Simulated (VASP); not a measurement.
# MgO (Periclase) (Fm-3m) in VASP: notebook, part 2 of 2

VASP 6.6.1.

## (3) Relaxation of cell and atoms, PBEsol

This run uses another cell than the first one, of 9.31 Å³/atom, 0.994 times its volume.

The input, INCAR:

```
SYSTEM = MgO
PREC = Accurate ; ENCUT = 600
EDIFF = 1E-7 ; ISMEAR = 0
SIGMA = 0.03 ; LREAL = .False.
LASPH = .True. ; NELM = 80
ALGO = Normal ; ISIF = 3
LWAVE = .False. ; LCHARG = .False.
GGA = PS ; IBRION = 2
NSW = 90 ; EDIFFG = -0.005
```

The input, KPOINTS:

```
Automatic mesh
0
Gamma
  12 12 12
  0 0 0
```

The input, POSCAR:

```
MgO                                     
1.0
    0.0000000000      2.1039232588      2.1039232588
    2.1039232588     -0.0000000000      2.1039232588
    2.1039232588      2.1039232588      0.0000000000
  Mg              O             
     1     1
Direct
     0.0000000000000000    0.0000000000000000    0.0000000000000000
     0.5000000000000000    0.5000000000000000    0.5000000000000000
```

Potentials or basis: VASP PAW PBE potentials, release 64 (Mg, O).

Launch:

```bash
$ cat potpaw_PBE.64/Mg/POTCAR potpaw_PBE.64/O/POTCAR > POTCAR
$ mpirun -np 1 vasp_std > vasp.out
```

OUTCAR:

```text
SYSTEM = MgO
   PREC = Accurate
   ENCUT = 600
   EDIFF = 1E-7
   ISMEAR = 0
   LREAL = .False.
   LASPH = .True.
   NELM = 80
   ISIF = 3
   GGA = PS
   IBRION = 2
   NSW = 90
   EDIFFG = -0.005

 ion  position               nearest neighbor table
   1  0.000  0.000  0.000-   2 2.10   2 2.10   2 2.10   2 2.10   2 2.10   2 2.10
   2  0.500  0.500  0.500-   1 2.10   1 2.10   1 2.10   1 2.10   1 2.10   1 2.10

  LATTYP: Found a face centered cubic cell.
 ALAT       =     4.2078465176

  Lattice vectors:

 A1 = (   0.0000000000,   2.1039232588,   2.1039232588)
 A2 = (   2.1039232588,   0.0000000000,   2.1039232588)
 A3 = (   2.1039232588,   2.1039232588,   0.0000000000)

Analysis of symmetry for initial positions (statically):
=====================================================================
 Subroutine PRICEL returns:
 Original cell was already a primitive cell.

 Routine SETGRP: Setting up the symmetry group for a
 face centered cubic supercell.
[... 172 lines left out ...]
 cond. band min:       7.7527083328   @ k =   0.0000   0.0000   0.0000
 fundamental gap:      4.6647595412
 Fermi energy:         3.2760024742

 k-point     1 :       0.0000    0.0000    0.0000
  band No.  band energies     occupation
      1     -14.1327      2.00000
      2       3.0879      2.00000
      3       3.0879      2.00000
      4       3.0879      2.00000
      5       7.7527      0.00000
      6      18.7389      0.00000
      7      18.7389      0.00000
      8      18.7389      0.00000
[... 243 lines left out ...]
 k-point    24 :      -0.4167    0.1667    0.0000
  band No.  band energies     occupation
      1     -12.7227      2.00000
      2      -1.1972      2.00000
      3       1.4767      2.00000
      4       2.2910      2.00000
      5      12.0183      0.00000
      6      15.3619      0.00000
      7      17.1948      0.00000
      8      19.9381      0.00000

 [... further k-points ...]

------------------------ aborting loop because EDIFF is reached ----------------------------------------

  FORCE on cell =-STRESS in cart. coord.  units (eV):
  Direction    XX          YY          ZZ          XY          YZ          ZX
  --------------------------------------------------------------------------------------
  -------------------------------------------------------------------------------------
  Total        0.0006217      0.0006217      0.0006217      0.0000000     -0.0000000     -0.0000000
  in kB        0.0534780      0.0534780      0.0534780      0.0000000     -0.0000000     -0.0000000
  external PRESSURE =       0.0534780 kB  Pullay stress =       0.0000000 kB

 VOLUME and BASIS-vectors are now :
 -----------------------------------------------------------------------------
  energy-cutoff  :      600.00
  volume of cell :       18.63
      direct lattice vectors                 reciprocal lattice vectors
     0.000000000  2.103923259  2.103923259    -0.237651254  0.237651254  0.237651254
     2.103923259  0.000000000  2.103923259     0.237651254 -0.237651254  0.237651254
     2.103923259  2.103923259  0.000000000     0.237651254  0.237651254 -0.237651254

 POSITION                                       TOTAL-FORCE (eV/Angst)
 -----------------------------------------------------------------------------------
      0.00000      0.00000      0.00000         0.000000      0.000000      0.000000
      2.10392      2.10392      2.10392        -0.000000     -0.000000      0.000000
 -----------------------------------------------------------------------------------
    total drift:                               -0.000000     -0.000000      0.000000

  FREE ENERGIE OF THE ION-ELECTRON SYSTEM (eV)
  ---------------------------------------------------
  free  energy   TOTEN  =       -12.5154072653 eV

  energy  without entropy=      -12.5154072653  energy(sigma->0) =      -12.51540727

 reached required accuracy - stopping structural energy minimisation
```

Wall time 9.1 s (1 thread of Intel Xeon Platinum 8488C (Sapphire Rapids), shared host); peak memory 0.14 GiB.

What came out:

```
Free energy             : -12.5154 eV
Pressure after relaxing : 0.0 GPa
Band gap on the k mesh  : 4.66 eV, direct
```

Final structure:
```cif
data_structure
_symmetry_space_group_name_H-M 'P 1'
_symmetry_Int_Tables_number 1
_cell_length_a 2.9754
_cell_length_b 2.9754
_cell_length_c 2.9754
_cell_angle_alpha 60.000
_cell_angle_beta 60.000
_cell_angle_gamma 60.000
_cell_volume 18.63
loop_
_atom_site_label
_atom_site_type_symbol
_atom_site_fract_x
_atom_site_fract_y
_atom_site_fract_z
_atom_site_occupancy
Mg1 Mg 0.00000 0.00000 0.00000 1
O1 O 0.50000 0.50000 0.50000 1
```

Levels at points of the mesh, in eV from the valence-band top:
| k point | band 1 | band 2 | band 3 | band 4 | band 5 | band 6 | band 7 | band 8 |
| --- | --- | --- | --- | --- | --- | --- | --- | --- |
| (0.00, 0.00, 0.00) | -17.22 | 0.00 | 0.00 | 0.00 | 4.66 | 15.65 | 15.65 | 15.65 |
| (0.50, 0.00, 0.00) | -15.90 | -4.69 | -0.67 | -0.67 | 7.77 | 12.54 | 16.21 | 16.21 |
| (0.50, 0.50, 0.00) | -15.63 | -4.16 | -1.37 | -1.37 | 8.93 | 9.91 | 13.00 | 18.89 |

Caveat: the relaxation stopped at its first step, so nothing moved; the PAW data sets were made with another functional, which shifts forces and pressure a little.

## (4) Relaxation of cell and atoms, PBEsol

The input, INCAR:

```
SYSTEM = MgO
PREC = Accurate
ENCUT = 600
EDIFF = 1E-6
ISMEAR = 0
SIGMA = 0.03
LREAL = .False.
LASPH = .True.
NELM = 80
ALGO = Normal
ISIF = 3
LWAVE = .False.
LCHARG = .False.
GGA = PS
IBRION = 2
NSW = 90
EDIFFG = -0.01
KPAR = 4
```

KPOINTS is that of step 3.

The input, POSCAR:

```
MgO
1.0
    0.0000000000      2.1085000000      2.1085000000
    2.1085000000      0.0000000000      2.1085000000
    2.1085000000      2.1085000000      0.0000000000
Mg O
1 1
Direct
    0.0000000000      0.0000000000      0.0000000000
    0.5000000000      0.5000000000      0.5000000000
```

Launch:

```bash
$ cat potpaw_PBE.64/Mg/POTCAR potpaw_PBE.64/O/POTCAR > POTCAR
$ mpirun -np 4 vasp_std > vasp.out
```

It took 5.2 s on 4 MPI ranks of Intel Xeon Platinum 8488C (Sapphire Rapids), shared host; peak memory 0.14 GiB.

Results (log left out):

| Item | Value |
| --- | --- |
| Free energy | -12.5157 eV |
| Relaxed volume | 9.31 Å³/atom |
| Relaxed cell | a = 2.975 Å, b = 2.975 Å, c = 2.975 Å, α = 60.00°, β = 60.00°, γ = 60.00° |
| Space group after relaxing (to 0.05 Å) | Fm-3m (No. 225) |
| Energy gained by relaxing | 0.2 meV/atom |
| Ionic steps | 3 |
| Pressure after relaxing | 0.0 GPa |
| Band gap on the k mesh | 4.66 eV, direct |

The path:
```
step  energy change (eV)  largest force (eV/Å)  pressure (GPa)  volume (Å³)
   1              0.0000                0.0000           -1.04        18.75
   2             -0.0003                0.0000            0.38        18.58
   3             -0.0004                0.0000            0.00        18.63
```

Final structure:
```
Mg O
1.0
     0.00000    2.10392    2.10392
     2.10392    0.00000    2.10392
     2.10392    2.10392    0.00000
Mg O
1 1
Direct
  0.00000 0.00000 0.00000
  0.50000 0.50000 0.50000
```

Levels at points of the mesh, in eV from the valence-band top:
```csv
k point,band 2,band 3,band 4,band 5,band 6,band 7
"(0.00, 0.00, 0.00)",0.00,0.00,0.00,4.66,15.65,15.65
"(0.50, 0.00, 0.00)",-4.69,-0.67,-0.67,7.77,12.54,16.21
"(0.50, 0.50, 0.00)",-4.16,-1.37,-1.37,8.93,9.91,13.00
```

Caveat: the PAW data sets were made with another functional, which shifts forces and pressure a little.
